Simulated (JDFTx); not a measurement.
GaAs under changes of volume

One of the cells (22.590 Å³/atom); the others are scaled copies at fixed shape and fractional positions:

```
CELL_PARAMETERS angstrom
0.00000 2.82685 2.82685
2.82685 0.00000 2.82685
2.82685 2.82685 0.00000
ATOMIC_POSITIONS crystal
As 0.75000 0.75000 0.75000
Ga 0.00000 0.00000 0.00000
```

- Program: JDFTx 1.7.0 (patched build)
- Functional: RPBE
- Potentials or basis: PseudoDojo-SR-PBE-0.5-standard
- Cutoff: 1143 eV
- Density cutoff: 9143 eV
- k mesh: 8 × 8 × 8
- Occupations: fermi-dirac, width 0.05 eV
- Spin: no spin polarisation

```csv
volume (Å³/atom),energy over the lowest point (meV/atom),pressure (GPa),gap on the mesh (eV)
21.234,102.98,11.6,1.17
21.686,73.37,9.5,1.00
22.138,49.45,7.5,0.84
22.590,30.62,5.8,0.69
23.041,?,?,?
23.493,6.34,2.9,0.40
23.945,0.00,1.6,0.26
```

What does the run at 23.041 Å³/atom give?

Energy over the lowest point 16.39 meV/atom; pressure 4.3 GPa; gap on the mesh 0.54 eV.

Worked out: A Birch-Murnaghan fit of order 3 (a polynomial in V^(-2/3)) to the other rows has its minimum at 24.61 Å³/atom, just outside them, with B0 = V·E''(V) = 56 GPa and B' = 4.5. It gives 16.43 meV/atom at 23.041 Å³/atom, against the run's 16.39, and -dE/dV = 4.3 GPa, against 4.3. A straight line through the other rows of the gap, of slope -7.54 eV per unit of ln V (its deformation potential), gives 0.55 eV, against the run's 0.54.

Energies are extrapolated to zero smearing.

Caveats: the potentials were made for another functional, which shifts forces and pressure.

A mesh can miss the band edges. Spin-orbit coupling on As, Ga is left out.
